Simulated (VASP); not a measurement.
A run of VASP 6.6.1 is set up as follows.

The input INCAR:

```
PREC = Accurate ; ENCUT = 600
EDIFF = 1E-6 ; ISMEAR = 0
SIGMA = 0.03 ; LREAL = F
LASPH = T ; NELM = 80
ALGO = Normal ; ISIF = 3
LWAVE = F ; LCHARG = F
GGA = PS ; IBRION = 2
NSW = 90 ; EDIFFG = -0.01
KPAR = 4
```

The input KPOINTS:

```
regular mesh
0
Gamma
  10 10 10
```

POSCAR

```
HgSe
1.0
    0.0000000000      3.0390000000      3.0390000000
    3.0390000000      0.0000000000      3.0390000000
    3.0390000000      3.0390000000      0.0000000000
Hg Se
1 1
Direct
    0.0000000000      0.0000000000      0.0000000000
    0.2500000000      0.2500000000      0.2500000000
```

Potentials or basis: VASP PAW PBE potentials, release 64 (Hg, Se).

The run is started by

```sh
$ cat potpaw_PBE.64/Hg/POTCAR potpaw_PBE.64/Se/POTCAR > POTCAR
$ mpirun -np 4 vasp_std > vasp.out
```

(1) What does it give for the band gap on the k mesh?

(2) What does it give for the relaxed volume?

(3) Predict the relaxed cell.

(4) What does it give for the space group after relaxing (to 0.05 Å)?

## Answers

(1) none (metal or under the smearing width).

(2) 29.01 Å³/atom.

(3) a = 4.346 Å, b = 4.346 Å, c = 4.346 Å, α = 60.00°, β = 60.00°, γ = 60.00°.

(4) F-43m (No. 216).

Caveat: the PAW data sets were made with another functional, which shifts forces and pressure a little.
